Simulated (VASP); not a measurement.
Runs of VASP 6.6.1 on W. Symmetry: Fm-3m, No. 225, cubic system. The conventional cell has a = 3.992 Å, b = 3.992 Å, c = 3.992 Å, α = 90.00°, β = 90.00°, γ = 90.00°. W (site symmetry m-3m) has 12 W at 2.82 Å as nearest neighbours. This isn't the form of W at room conditions, which is bcc.

| level | potentials or basis | k mesh | cutoff (eV) | mesh quality | gap on the mesh (eV) | pressure (GPa) | relaxed volume (Å³/atom) |
| --- | --- | --- | --- | --- | --- | --- | --- |
| LDA | VASP PAW LDA potentials, release 64 (W_sv) | 18 × 18 × 18 | 600 | not flagged | none | 0.0 | (a) |
| RPBE | VASP PAW PBE potentials, release 64 (W_sv) | 18 × 18 × 18 | 600 | not flagged | none | 0.0 | (b) |
| PBEsol | VASP PAW PBE potentials, release 64 (W_sv) | 6 × 6 × 6 | 600 | coarse | none | 0.0 | 15.98 |
| PBEsol | VASP PAW PBE potentials, release 64 (W_sv) | 18 × 18 × 18 | 600 | not flagged | none | 0.0 | 16.02 |
| PBEsol | VASP PAW PBE potentials, release 64 (W_sv) | 18 × 18 × 18 | 300 | not flagged | none | 0.0 | 15.97 |

Alike in all rows: task relaxation of cell and atoms; no spin polarisation; cell relaxed; smearing gaussian 0.1 eV.

Fill in the values left out.

(a) 15.77; (b) 16.69.

Caveats: some runs use coarse meshes; the PAW data sets were made with another functional, which shifts forces and pressure a little (some runs).

A k mesh can miss the band edges, and the runs leave out spin-orbit coupling on W.

A gap of «none» marks a metal or a gap under the smearing width.

Runs at the PBE level aren't shown here.
